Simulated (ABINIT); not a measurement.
The system is RbCl.

```
CELL_PARAMETERS angstrom
0.00000 3.27400 3.27400
3.27400 0.00000 3.27400
3.27400 3.27400 0.00000
ATOMIC_POSITIONS crystal
Rb 0.00000 0.00000 0.00000
Cl 0.50000 0.50000 0.50000
```

Base run:

```yaml
Program: ABINIT 10.8.3 (patched build)
Functional: PBEsol
Potentials_or_basis: PseudoDojo NC SR PBEsol v0.4.1 standard
Cutoff: 789 eV
k_mesh: 7 × 7 × 7
Occupations: fermi-dirac, width 0.05 eV
Spin: no spin polarisation
```

Its results: band gap on the k mesh 4.89 eV, direct.

Task: The run is repeated on the same cell with these changes: functional from PBEsol to TB-mBJ; potentials or basis from PseudoDojo NC SR PBEsol v0.4.1 standard to JTH PAW LDA v2.0; cutoff from 789 eV to 816 eV. What comes out?

Result: Band gap on the k mesh 8.51 eV, direct.

Caveats: the constant c of TB-mBJ comes from the pseudo density here, which moves gaps by up to 0.3 eV between sets of potentials (some runs).
